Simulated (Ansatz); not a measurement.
Runs of Ansatz 0.2.0 on PbSe (Clausthalite). It takes space group Fm-3m (No. 225, cubic). Conventional cell: a = 6.121 Å, b = 6.121 Å, c = 6.121 Å, α = 90.00°, β = 90.00°, γ = 90.00°. Pb (site symmetry m-3m) has 6 Se at 3.06 Å as nearest neighbours. Se (site symmetry m-3m) is surrounded by 6 Pb at 3.06 Å. 

```tsv
task	level	spin	cell	k mesh	points for each segment of the path	q mesh	atoms under strain	gap on the mesh (eV)	pressure (GPa)	relaxed volume (Å³/atom)
relaxation of cell and atoms	RPBE	off	relaxed	8 × 8 × 8	-	-	-	0.63	0.0	31.21
band structure	PBEsol	SOC, no magnetisation	as given	6 × 6 × 6	14	-	-	(b)	(a)	-
phonons	PBEsol	off	as given	6 × 6 × 6	8	2 × 2 × 2	-	0.20	-	-
relaxation of cell and atoms	PBEsol	off	relaxed	8 × 8 × 8	-	-	-	-	0.0	28.40
elastic constants	PBEsol	off	as given	6 × 6 × 6	-	-	relaxed	0.20	-0.6	-
band structure	PBEsol	off	as given	8 × 8 × 8	14	-	-	0.20	-0.5	-
band structure	LDA	off	as given	8 × 8 × 8	14	-	-	0.18	(c)	-
relaxation of cell and atoms	LDA	off	relaxed	8 × 8 × 8	-	-	-	-	0.0	27.54
```

Alike in all rows: potentials or basis Ansatz PAW; cutoff (eV) 420; smearing fermi-dirac 0.05 eV.

Problem. Estimate the missing entries.

Solution. (a) -1.1; (b) 0.27; (c) -2.1.

Caveats: the PAW data sets come from PBE, with cores solved anew for the run's functional, which leaves a small shift of forces and pressure; spin-orbit coupling is left out, which as a rule narrows the gap of such compounds by several tenths of an eV (some runs); the plane-wave basis is chosen anew once the cell has moved, so the energies of steps on either side of that aren't comparable (some runs); the gap is small at this level, which inflates the dielectric constant (some runs).

A k mesh can miss the band edges, and rows without SOC leave out spin-orbit coupling on Pb, Se.

Runs at the PBE level aren't shown here.
